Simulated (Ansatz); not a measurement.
# SiO2: tests of the settings, part 2 of 2

The task, for SiO2: sweep the mixing step.

Ansatz 0.2.0; DFT PBE, scalar-relativistic, plane waves, PAW. The steps go on from the part before.

## (5) Mixing step set to 0.4

input.yaml reads:

```yaml
crystal:
  lattice:
    - [5.0605222284, 0.0, 0.0]
    - [-2.5302611142, 4.3825408062, 0.0]
    - [0.0, 0.0, 5.54135331]
  atoms:
    - { symbol: Si, position: [0.0, 0.5, 0.3333333333] }
    - { symbol: Si, position: [0.5, 0.5, 0.6666666667] }
    - { symbol: Si, position: [0.5, 0.0, 0.0] }
    - { symbol: O, position: [0.58278926, 0.79139463, 0.8333333333] }
    - { symbol: O, position: [0.79139463, 0.58278926, 0.5] }
    - { symbol: O, position: [0.79139463, 0.20860537, 0.1666666667] }
    - { symbol: O, position: [0.41721074, 0.20860537, 0.8333333333] }
    - { symbol: O, position: [0.20860537, 0.41721074, 0.5] }
    - { symbol: O, position: [0.20860537, 0.79139463, 0.1666666667] }
basis:
  ecutwfc: 420
kpoints:
  mp_grid: { grid: [6, 6, 4] }
hamiltonian:
  xc: pbe
scf:
  occupations: { method: gaussian, width: 0.02 }
  mixing: { beta: 0.4 }
  max_iter: 120
  lower_state_search: "off"
  initial_density: { chi_scale: 0, normalization: atom }
output:
  forces: true
  stress: true
  eigenvalues: true
```

Launch:

```console
> ansatz run input.yaml --threads 2 --pin off --max-ram 5120MiB --backend cpu --events-out ev --progress --plain --runs-dir out
```

Output:

```text
Warning: RAYON_NUM_THREADS=2 ignored (pool sized by the plan → 2); use --threads N
Engine: ansatz 0.2.0, x86_64-unknown-linux-gnu
Pseudopotentials: kind: paw
Pseudopotential: Si, paw, valence charge 4, recommended cutoff 420 eV (normal), Si.paw.azcp
Pseudopotential: O, paw, valence charge 6, recommended cutoff 420 eV (normal), O.paw.azcp
Functional definition: PBE
  parameter kappa = 0.804
  parameter beta = 0.06672455060314922
  exchange = pbe_x(kappa = kappa, mu = beta*pi^2/3)
  correlation = pbe_c(beta = beta)
Crystal: 9 atoms, lattice volume = 122.896 Å³
Basis set: ecut = 420 eV, 2449 PW (Γ), exchange–correlation on 72×72×80 points (8 copies of the dense FFT grid, shifted against one another)
Bands: 33, of which v1, the nominal top of the filled ones, is band 24 counted from 1 (23 counted from 0)
Symmetry: 12 space group operations
Space group: P6422 (ITA 181), of the structure as read, at distance tolerance 5.0e-5 Å
k-points: 21 of 144 (time reversal used)
Non-local potential: Si, projectors of the file, l = 0: 2, l = 1: 2, l = 2: 2
Non-local potential: O, projectors of the file, l = 0: 2, l = 1: 2, l = 2: 1
PAW form: soft (Blöchl's): semilocal exchange-correlation on the pseudo side does not see the compensation charge
PAW one-centre angular grid: Si, 110 points (default); XC on 64 Gauss nodes
PAW one-centre angular grid: O, 110 points (default); XC on 64 Gauss nodes
Initial density: superposition of atomic densities (neutral atoms: chi_scale 0, normalization atom)
Initial wavefunctions: pseudopotential atomic-orbital guess
Functional: x = pbe(κ = 0.804, μ = 0.2195149727645171), c = pbe(β = 0.06672455060314922)
SCF iter   1: F=—  HF=-5331.822484 eV  |F-HF|=—  |Δ(HF+E_count)|=         —  Δρ=1.67e-1  dr2=3.10e1  ethr=3.10e-3  ⟨swp⟩=6.9  Hψ=3504  notcnv=0
preconditioner: auto → Resta (q_TF=auto, 2.333 Å⁻¹)  ε∞=2.6  [insulator: Δε(μ)=7.900 eV  Ē_g=18.627 eV  σ=0.020 eV  W_gap=1.00  n_scr=22 (ndim 8)  ℏωp=23.2 eV  f_vac=0.002  D(μ)=0.00/eV (n_scr^D=0)  ε∞_Penn≈2.6]
SCF iter   2: F=—  HF=-5322.553669 eV  |F-HF|=—  |Δ(HF+E_count)|=    9.27e0  Δρ=4.94e-2  dr2=2.43e0  ethr=3.10e-3  ⟨swp⟩=3.9  Hψ=1808  notcnv=0  defer=44
SCF iter   3: F=—  HF=-5322.129398 eV  |F-HF|=—  |Δ(HF+E_count)|=   4.24e-1  Δρ=2.76e-2  dr2=4.49e-1  ethr=3.10e-3  ⟨swp⟩=3.0  Hψ=1359  notcnv=0  defer=36
automatic band count: iteration 3 solves 32 bands in place of 33: the levels show a gap, and the empty bands left out lie too high to hold charge; the band table lists the bands solved (type scf.n_extra_bands for more)
SCF iter   4: F=—  HF=-5322.134496 eV  |F-HF|=—  |Δ(HF+E_count)|=   5.10e-3  Δρ=2.59e-3  dr2=9.69e-3  ethr=9.35e-4  ⟨swp⟩=2.9  Hψ=1185  notcnv=0  defer=36
SCF iter   5: F=—  HF=-5322.139914 eV  |F-HF|=—  |Δ(HF+E_count)|=   5.42e-3  Δρ=1.03e-3  dr2=1.09e-3  ethr=2.02e-5  ⟨swp⟩=2.7  Hψ=1296  notcnv=0  defer=39
SCF iter   6: F=—  HF=-5322.140015 eV  |F-HF|=—  |Δ(HF+E_count)|=   1.01e-4  Δρ=2.05e-4  dr2=4.29e-5  ethr=2.28e-6  ⟨swp⟩=2.0  Hψ=1140  notcnv=0  defer=18
automatic band count: iteration 6 solves 31 bands in place of 32: the levels show a gap, and the empty bands left out lie too high to hold charge; the band table lists the bands solved (type scf.n_extra_bands for more)
SCF iter   7: F=—  HF=-5322.139971 eV  |F-HF|=—  |Δ(HF+E_count)|=   4.39e-5  Δρ=1.51e-5  dr2=2.66e-7  ethr=8.94e-8  ⟨swp⟩=2.0  Hψ=1098  notcnv=0  defer=18
SCF iter   8: F=-5322.139972 eV  HF=-5322.139972 eV  |F-HF|=7.76e-9  |Δ(HF+E_count)|=   6.42e-7  Δρ=2.86e-6  dr2=9.28e-9  ethr=2.08e-10  ⟨swp⟩=10.9  Hψ=3680  notcnv=0
SCF 1 converged in 8 iterations: F = -5322.139972 eV  dr2 = 9.28e-9
SCF converged after 8 iterations
Free energy (F): -5322.139972 eV
Harris-Foulkes:  -5322.139972 eV  (|F-HF|=7.76e-9)
Internal energy: -5322.139972 eV  (E = F + TS)
E sigma→0 (E₀):  -5322.139972 eV
Fermi energy:    4.716567 eV
--- Per-component energies (eV) ---
  E_band       = -243.133206
  E_kinetic    = 1210.038623
  E_local      = -3181.887218  (includes V_loc(G=0)·N_el)
  E_nonlocal   = 361.101322
  E_hartree    = 1154.884019
  E_xc         = -612.918159
  E_vxc        = -711.431420  (∫ρ·V_xc dr)
  E_paw        = -2494.607271  (= ΣΔE_a)
  E_vpaw       = -230.736799  (= ΣTr[D̂ρ^β])
  E_aug_tail   = 0.015703  (compensation charges beyond the density's cutoff)
  E_ewald      = -1758.766989
  E_smearing   = -0.000000  (= −TS)
  E_closure    = -0.000000  (closes the sum)
  Σ components = -5322.139972   (vs F -5322.139972, Δ=0.00e0)
--- Forces (eV/Å), atoms counted from 1 ---
  atom   1  Si     0.00000000     0.00000000     0.00000000
  atom   2  Si     0.00000000     0.00000000     0.00000000
  atom   3  Si    -0.00000000    -0.00000000    -0.00000000
  atom   4  O      0.21454015     0.12386481     0.00000000
  atom   5  O     -0.00000000     0.24772962     0.00000000
  atom   6  O      0.21454015    -0.12386481    -0.00000000
  atom   7  O     -0.21454015    -0.12386481     0.00000000
  atom   8  O      0.00000000    -0.24772962     0.00000000
  atom   9  O     -0.21454015     0.12386481     0.00000000
  max |Σ_I F_I| component: 2.78e-17 eV/Å
--- Stress (GPa, compression-positive) ---
        5.011908       0.000000       0.000000
        0.000000       5.011908      -0.000000
        0.000000      -0.000000       4.918778
  P = ⅓ Tr σ = 4.9809 GPa (49.809 kbar)
--- Band table (eV; the first three rows and the last of 21) ---
  k-point 0: bands = ["-17.5624", "-16.1016", "-16.1016", "-15.5023", "-15.4529", "-15.4529", "-6.6898", "-6.6898", "-3.8577", "-3.5878", "-3.4921", "-3.4921", "-1.0285", "-1.0015", "-1.0015", "-0.7049", "0.1333", "0.1418", "0.1418", "0.8708", "0.8708", "1.3987", "1.3987", "1.6678", "7.5775", "10.8594", "10.8594", "11.0990", "11.0990", "11.9810", "12.9886"]
  k-point 1: bands = ["-17.4500", "-16.6483", "-15.6383", "-15.4947", "-15.4613", "-15.4511", "-7.5441", "-5.5832", "-3.9224", "-3.8507", "-3.8295", "-3.0350", "-1.0636", "-0.9165", "-0.7852", "-0.5398", "-0.1234", "0.0338", "0.1069", "0.2385", "0.9121", "1.3747", "1.7351", "1.7890", "8.1292", "10.5695", "10.5805", "11.0192", "11.7613", "12.3686", "12.6425"]
  k-point 2: bands = ["-17.1287", "-17.1287", "-15.4774", "-15.4774", "-15.4513", "-15.4497", "-7.8712", "-4.5370", "-4.5370", "-3.9815", "-3.9815", "-2.7991", "-0.8729", "-0.8729", "-0.6662", "-0.2723", "-0.2723", "-0.2171", "-0.2171", "0.0255", "0.7152", "1.5657", "1.8533", "1.8533", "9.4073", "9.4073", "10.3830", "11.6709", "11.6709", "12.4015", "13.3245"]
  k-point 20: bands = ["-17.0638", "-16.4109", "-16.4109", "-15.5133", "-15.4816", "-15.4816", "-6.1123", "-6.1123", "-4.9942", "-3.4347", "-3.4347", "-3.2430", "-1.4062", "-1.0279", "-1.0279", "-0.2727", "-0.1370", "-0.1370", "0.8311", "0.8311", "0.9567", "0.9852", "1.1938", "1.1938", "10.4545", "11.3724", "11.3724", "11.5832", "11.9409", "11.9409", "12.4074"]
```

Wall time 2 s (2 threads of Intel Xeon 6975P-C (Granite Rapids), shared host); peak memory 0.37 GiB.

This run gives -591.3489 eV/atom at zero smearing, pressure 4.98 GPa, largest force 0.248 eV/Å and a gap of 5.72 eV on the mesh.

## (6) Mixing step set to 0.8

input.yaml, as its differences from that of step 5:

```diff
@@ -23,3 +23,3 @@
   occupations: { method: gaussian, width: 0.02 }
-  mixing: { beta: 0.4 }
+  mixing: { beta: 0.8 }
   max_iter: 120
```

Launch:

```console
> ansatz run input.yaml --threads 2 --pin off --max-ram 5120MiB --backend cpu --events-out ev --progress --plain --runs-dir out
```

Output:

```text
Warning: RAYON_NUM_THREADS=2 ignored (pool sized by the plan → 2); use --threads N
[... 9 set-up lines as earlier in the session ...]
Crystal: 9 atoms, lattice volume = 122.896 Å³
Basis set: ecut = 420 eV, 2449 PW (Γ), exchange–correlation on 72×72×80 points (8 copies of the dense FFT grid, shifted against one another)
Bands: 33, of which v1, the nominal top of the filled ones, is band 24 counted from 1 (23 counted from 0)
[... 2 set-up lines as earlier in the session ...]
k-points: 21 of 144 (time reversal used)
[... 8 set-up lines as earlier in the session ...]
SCF iter   1: F=—  HF=-5331.822484 eV  |F-HF|=—  |Δ(HF+E_count)|=         —  Δρ=1.67e-1  dr2=3.10e1  ethr=3.10e-3  ⟨swp⟩=6.9  Hψ=3504  notcnv=0
preconditioner: auto → Resta (q_TF=auto, 2.333 Å⁻¹)  ε∞=2.6  [insulator: Δε(μ)=7.900 eV  Ē_g=18.627 eV  σ=0.020 eV  W_gap=1.00  n_scr=22 (ndim 8)  ℏωp=23.2 eV  f_vac=0.002  D(μ)=0.00/eV (n_scr^D=0)  ε∞_Penn≈2.6]
SCF iter   2: F=—  HF=-5326.244122 eV  |F-HF|=—  |Δ(HF+E_count)|=    5.58e0  Δρ=1.40e-1  dr2=1.31e1  ethr=3.10e-3  ⟨swp⟩=4.1  Hψ=2245  notcnv=0  defer=45
SCF iter   3: F=—  HF=-5322.141866 eV  |F-HF|=—  |Δ(HF+E_count)|=    4.10e0  Δρ=1.94e-2  dr2=3.29e-1  ethr=3.10e-3  ⟨swp⟩=4.0  Hψ=1657  notcnv=0  defer=40
automatic band count: iteration 3 solves 32 bands in place of 33: the levels show a gap, and the empty bands left out lie too high to hold charge; the band table lists the bands solved (type scf.n_extra_bands for more)
SCF iter   4: F=—  HF=-5322.135372 eV  |F-HF|=—  |Δ(HF+E_count)|=   6.49e-3  Δρ=1.93e-3  dr2=2.45e-3  ethr=6.86e-4  ⟨swp⟩=3.0  Hψ=1247  notcnv=0  defer=19
automatic band count: iteration 4 solves 31 bands in place of 32: the levels show a gap, and the empty bands left out lie too high to hold charge; the band table lists the bands solved (type scf.n_extra_bands for more)
SCF iter   5: F=—  HF=-5322.139586 eV  |F-HF|=—  |Δ(HF+E_count)|=   4.21e-3  Δρ=4.72e-4  dr2=3.22e-4  ethr=5.11e-6  ⟨swp⟩=2.9  Hψ=1113  notcnv=0  defer=19
SCF iter   6: F=—  HF=-5322.140018 eV  |F-HF|=—  |Δ(HF+E_count)|=   4.32e-4  Δρ=1.19e-4  dr2=1.13e-5  ethr=6.70e-7  ⟨swp⟩=2.1  Hψ=1048  notcnv=0  defer=19
SCF iter   7: F=—  HF=-5322.139971 eV  |F-HF|=—  |Δ(HF+E_count)|=   4.69e-5  Δρ=1.27e-5  dr2=1.23e-7  ethr=2.36e-8  ⟨swp⟩=2.3  Hψ=1080  notcnv=0  defer=19
SCF iter   8: F=-5322.139972 eV  HF=-5322.139972 eV  |F-HF|=6.91e-9  |Δ(HF+E_count)|=   3.34e-7  Δρ=2.96e-6  dr2=8.25e-9  ethr=2.08e-10  ⟨swp⟩=11.2  Hψ=3518  notcnv=0
SCF 1 converged in 8 iterations: F = -5322.139972 eV  dr2 = 8.25e-9
SCF converged after 8 iterations
Free energy (F): -5322.139972 eV
Harris-Foulkes:  -5322.139972 eV  (|F-HF|=6.91e-9)
Internal energy: -5322.139972 eV  (E = F + TS)
E sigma→0 (E₀):  -5322.139972 eV
Fermi energy:    4.716616 eV
--- Per-component energies (eV) ---
  E_band       = -243.131072
  E_kinetic    = 1210.037472
  E_local      = -3181.883593  (includes V_loc(G=0)·N_el)
  E_nonlocal   = 361.100794
  E_hartree    = 1154.881516
  E_xc         = -612.918058
  E_vxc        = -711.431289  (∫ρ·V_xc dr)
  E_paw        = -2494.606817  (= ΣΔE_a)
  E_vpaw       = -230.736385  (= ΣTr[D̂ρ^β])
  E_aug_tail   = 0.015703  (compensation charges beyond the density's cutoff)
  E_ewald      = -1758.766989
  E_smearing   = -0.000000  (= −TS)
  E_closure    = -0.000000  (closes the sum)
  Σ components = -5322.139972   (vs F -5322.139972, Δ=0.00e0)
--- Forces (eV/Å), atoms counted from 1 ---
  atom   1  Si     0.00000000    -0.00000000    -0.00000000
  atom   2  Si     0.00000000    -0.00000000    -0.00000000
  atom   3  Si    -0.00000000     0.00000000     0.00000000
  atom   4  O      0.21448472     0.12383281    -0.00000000
  atom   5  O      0.00000000     0.24766563     0.00000000
  atom   6  O      0.21448472    -0.12383281     0.00000000
  atom   7  O     -0.21448472    -0.12383281     0.00000000
  atom   8  O      0.00000000    -0.24766563    -0.00000000
  atom   9  O     -0.21448472     0.12383281     0.00000000
  max |Σ_I F_I| component: 2.78e-17 eV/Å
--- Stress (GPa, compression-positive) ---
        5.011830       0.000000       0.000000
        0.000000       5.011830      -0.000000
        0.000000      -0.000000       4.918747
  P = ⅓ Tr σ = 4.9808 GPa (49.808 kbar)
--- Band table (eV; the first three rows and the last of 21) ---
  k-point 0: bands = ["-17.5623", "-16.1015", "-16.1015", "-15.5023", "-15.4529", "-15.4529", "-6.6898", "-6.6898", "-3.8576", "-3.5877", "-3.4920", "-3.4920", "-1.0284", "-1.0015", "-1.0015", "-0.7048", "0.1333", "0.1418", "0.1418", "0.8709", "0.8709", "1.3987", "1.3987", "1.6678", "7.5776", "10.8595", "10.8595", "11.0990", "11.0990", "11.9810", "12.9886"]
  k-point 1: bands = ["-17.4499", "-16.6483", "-15.6382", "-15.4947", "-15.4612", "-15.4511", "-7.5441", "-5.5832", "-3.9223", "-3.8507", "-3.8295", "-3.0350", "-1.0636", "-0.9164", "-0.7852", "-0.5398", "-0.1234", "0.0338", "0.1069", "0.2386", "0.9121", "1.3748", "1.7351", "1.7890", "8.1292", "10.5695", "10.5806", "11.0192", "11.7613", "12.3687", "12.6425"]
  k-point 2: bands = ["-17.1286", "-17.1286", "-15.4774", "-15.4774", "-15.4512", "-15.4496", "-7.8712", "-4.5370", "-4.5370", "-3.9815", "-3.9815", "-2.7991", "-0.8728", "-0.8728", "-0.6661", "-0.2722", "-0.2722", "-0.2171", "-0.2171", "0.0255", "0.7153", "1.5658", "1.8533", "1.8533", "9.4074", "9.4074", "10.3830", "11.6710", "11.6710", "12.4015", "13.3246"]
  k-point 20: bands = ["-17.0638", "-16.4109", "-16.4109", "-15.5133", "-15.4816", "-15.4816", "-6.1123", "-6.1123", "-4.9942", "-3.4346", "-3.4346", "-3.2430", "-1.4061", "-1.0279", "-1.0279", "-0.2727", "-0.1370", "-0.1370", "0.8311", "0.8311", "0.9567", "0.9853", "1.1939", "1.1939", "10.4545", "11.3725", "11.3725", "11.5833", "11.9409", "11.9410", "12.4074"]
```

Run time: 2.1 s. Hardware: 2 threads of Intel Xeon 6975P-C (Granite Rapids), shared host; peak memory 0.37 GiB.

Result: -591.3489 eV/atom at zero smearing, pressure 4.98 GPa, largest force 0.248 eV/Å and a gap of 5.72 eV on the mesh.

## (7) Mixing step set to 1

input.yaml, as its differences from that of step 6:

```diff
@@ -23,3 +23,3 @@
   occupations: { method: gaussian, width: 0.02 }
-  mixing: { beta: 0.8 }
+  mixing: { beta: 1.0 }
   max_iter: 120
```

Launch:

```console
> ansatz run input.yaml --threads 2 --pin off --max-ram 5120MiB --backend cpu --events-out ev --progress --plain --runs-dir out
```

Output:

```text
Warning: RAYON_NUM_THREADS=2 ignored (pool sized by the plan → 2); use --threads N
[... 9 set-up lines as earlier in the session ...]
Crystal: 9 atoms, lattice volume = 122.896 Å³
Basis set: ecut = 420 eV, 2449 PW (Γ), exchange–correlation on 72×72×80 points (8 copies of the dense FFT grid, shifted against one another)
Bands: 33, of which v1, the nominal top of the filled ones, is band 24 counted from 1 (23 counted from 0)
[... 2 set-up lines as earlier in the session ...]
k-points: 21 of 144 (time reversal used)
[... 8 set-up lines as earlier in the session ...]
SCF iter   1: F=—  HF=-5331.822484 eV  |F-HF|=—  |Δ(HF+E_count)|=         —  Δρ=1.67e-1  dr2=3.10e1  ethr=3.10e-3  ⟨swp⟩=6.9  Hψ=3504  notcnv=0
preconditioner: auto → Resta (q_TF=auto, 2.333 Å⁻¹)  ε∞=2.6  [insulator: Δε(μ)=7.900 eV  Ē_g=18.627 eV  σ=0.020 eV  W_gap=1.00  n_scr=22 (ndim 8)  ℏωp=23.2 eV  f_vac=0.002  D(μ)=0.00/eV (n_scr^D=0)  ε∞_Penn≈2.6]
SCF iter   2: F=—  HF=-5332.977689 eV  |F-HF|=—  |Δ(HF+E_count)|=    1.16e0  Δρ=2.11e-1  dr2=3.42e1  ethr=3.10e-3  ⟨swp⟩=4.7  Hψ=2528  notcnv=0  defer=53
SCF iter   3: F=—  HF=-5322.122404 eV  |F-HF|=—  |Δ(HF+E_count)|=    1.09e1  Δρ=2.26e-2  dr2=2.52e-1  ethr=3.10e-3  ⟨swp⟩=4.2  Hψ=1994  notcnv=0  defer=45
SCF iter   4: F=—  HF=-5322.137541 eV  |F-HF|=—  |Δ(HF+E_count)|=   1.51e-2  Δρ=3.64e-3  dr2=5.56e-3  ethr=5.24e-4  ⟨swp⟩=3.1  Hψ=1451  notcnv=0  defer=38
automatic band count: iteration 4 solves 32 bands in place of 33: the levels show a gap, and the empty bands left out lie too high to hold charge; the band table lists the bands solved (type scf.n_extra_bands for more)
SCF iter   5: F=—  HF=-5322.139327 eV  |F-HF|=—  |Δ(HF+E_count)|=   1.79e-3  Δρ=4.49e-4  dr2=3.24e-4  ethr=1.16e-5  ⟨swp⟩=3.0  Hψ=1154  notcnv=0  defer=38
SCF iter   6: F=—  HF=-5322.140007 eV  |F-HF|=—  |Δ(HF+E_count)|=   6.80e-4  Δρ=1.47e-4  dr2=2.55e-5  ethr=6.76e-7  ⟨swp⟩=2.1  Hψ=1054  notcnv=0  defer=38
SCF iter   7: F=—  HF=-5322.139971 eV  |F-HF|=—  |Δ(HF+E_count)|=   3.61e-5  Δρ=2.21e-5  dr2=5.19e-7  ethr=5.32e-8  ⟨swp⟩=2.9  Hψ=1278  notcnv=0  defer=38
SCF iter   8: F=-5322.139972 eV  HF=-5322.139972 eV  |F-HF|=7.98e-9  |Δ(HF+E_count)|=   4.60e-7  Δρ=1.89e-6  dr2=3.47e-9  ethr=2.08e-10  ⟨swp⟩=13.0  Hψ=3813  notcnv=0
SCF 1 converged in 8 iterations: F = -5322.139972 eV  dr2 = 3.47e-9
SCF converged after 8 iterations
Free energy (F): -5322.139972 eV
Harris-Foulkes:  -5322.139972 eV  (|F-HF|=7.98e-9)
Internal energy: -5322.139972 eV  (E = F + TS)
E sigma→0 (E₀):  -5322.139972 eV
Fermi energy:    4.716600 eV
--- Per-component energies (eV) ---
  E_band       = -243.132123
  E_kinetic    = 1210.037777
  E_local      = -3181.884342  (includes V_loc(G=0)·N_el)
  E_nonlocal   = 361.100828
  E_hartree    = 1154.882037
  E_xc         = -612.918106
  E_vxc        = -711.431352  (∫ρ·V_xc dr)
  E_paw        = -2494.606879  (= ΣΔE_a)
  E_vpaw       = -230.736422  (= ΣTr[D̂ρ^β])
  E_aug_tail   = 0.015703  (compensation charges beyond the density's cutoff)
  E_ewald      = -1758.766989
  E_smearing   = -0.000000  (= −TS)
  E_closure    = -0.000000  (closes the sum)
  Σ components = -5322.139972   (vs F -5322.139972, Δ=0.00e0)
--- Forces (eV/Å), atoms counted from 1 ---
  atom   1  Si     0.00000000    -0.00000000     0.00000000
  atom   2  Si     0.00000000     0.00000000     0.00000000
  atom   3  Si    -0.00000000     0.00000000     0.00000000
  atom   4  O      0.21449928     0.12384122     0.00000000
  atom   5  O      0.00000000     0.24768243     0.00000000
  atom   6  O      0.21449928    -0.12384122    -0.00000000
  atom   7  O     -0.21449928    -0.12384122     0.00000000
  atom   8  O      0.00000000    -0.24768243    -0.00000000
  atom   9  O     -0.21449928     0.12384122    -0.00000000
  max |Σ_I F_I| component: 5.55e-17 eV/Å
--- Stress (GPa, compression-positive) ---
        5.011787       0.000000       0.000000
        0.000000       5.011787       0.000000
       -0.000000       0.000000       4.918687
  P = ⅓ Tr σ = 4.9808 GPa (49.808 kbar)
--- Band table (eV; the first three rows and the last of 21) ---
  k-point 0: bands = ["-17.5624", "-16.1015", "-16.1015", "-15.5023", "-15.4529", "-15.4529", "-6.6898", "-6.6898", "-3.8576", "-3.5878", "-3.4921", "-3.4921", "-1.0284", "-1.0015", "-1.0015", "-0.7048", "0.1333", "0.1418", "0.1418", "0.8709", "0.8709", "1.3987", "1.3987", "1.6678", "7.5775", "10.8595", "10.8595", "11.0990", "11.0990", "11.9810", "12.9886", "14.0418"]
  k-point 1: bands = ["-17.4500", "-16.6483", "-15.6382", "-15.4947", "-15.4612", "-15.4511", "-7.5441", "-5.5832", "-3.9223", "-3.8507", "-3.8295", "-3.0350", "-1.0636", "-0.9164", "-0.7852", "-0.5398", "-0.1234", "0.0338", "0.1069", "0.2385", "0.9121", "1.3748", "1.7351", "1.7890", "8.1292", "10.5695", "10.5805", "11.0192", "11.7613", "12.3686", "12.6425", "13.8816"]
  k-point 2: bands = ["-17.1286", "-17.1286", "-15.4774", "-15.4774", "-15.4512", "-15.4496", "-7.8712", "-4.5370", "-4.5370", "-3.9815", "-3.9815", "-2.7991", "-0.8728", "-0.8728", "-0.6661", "-0.2722", "-0.2722", "-0.2171", "-0.2171", "0.0255", "0.7152", "1.5658", "1.8533", "1.8533", "9.4073", "9.4073", "10.3830", "11.6709", "11.6709", "12.4015", "13.3246", "13.3246"]
  k-point 20: bands = ["-17.0638", "-16.4109", "-16.4109", "-15.5133", "-15.4816", "-15.4816", "-6.1123", "-6.1123", "-4.9942", "-3.4347", "-3.4347", "-3.2430", "-1.4062", "-1.0279", "-1.0279", "-0.2727", "-0.1370", "-0.1370", "0.8311", "0.8311", "0.9567", "0.9852", "1.1939", "1.1939", "10.4545", "11.3725", "11.3725", "11.5833", "11.9409", "11.9409", "12.4074", "12.4074"]
```

It took 2.2 s on 2 threads of Intel Xeon 6975P-C (Granite Rapids), shared host; peak memory 0.39 GiB.

Result: -591.3489 eV/atom at zero smearing, pressure 4.98 GPa, largest force 0.248 eV/Å and a gap of 5.72 eV on the mesh.

## (8) The sweep of the mixing step side by side

All start from plain superposed atomic densities.

| mixing step | converged | SCF cycles | energy above the lowest (meV/atom) | CPU time |
| --- | --- | --- | --- | --- |
| 0.05 | yes | 8 | 0.00 | 4 s |
| 0.1 | yes | 8 | 0.00 | 3.9 s |
| 0.4 | yes | 8 | 0.00 | 3.9 s |
| 0.8 | yes | 8 | 0.00 | 4.1 s |
| 1 | yes | 8 | 0.00 | 4.2 s |

CPU times come from a shared host, so they are rough.

Residual dr2 (eV) at cycles 1, 3, 5 and 9:

| mixing step | 1 | 3 | 5 | 9 |
| --- | --- | --- | --- | --- |
| 0.05 | 3.1e+01 | 6.7e-01 | 1.9e-03 | done |
| 0.1 | 3.1e+01 | 6.3e-01 | 1.5e-03 | done |
| 0.4 | 3.1e+01 | 4.5e-01 | 1.1e-03 | done |
| 0.8 | 3.1e+01 | 3.3e-01 | 3.2e-04 | done |
| 1 | 3.1e+01 | 2.5e-01 | 3.2e-04 | done |

## (9) Summary of results

What follows sums up all 2 parts.

```
                  quantity                             value
fewest cycles, mixing step  8 with 0.05, 0.1, 0.4, 0.8 and 1
```

What this shows: The mixing step leaves the count of cycles at 8. All converged runs end on the same energy: here the setting changes the path, not the answer. The default mixer learns its step from the history of residuals, so the typed step mostly sets the first cycles.
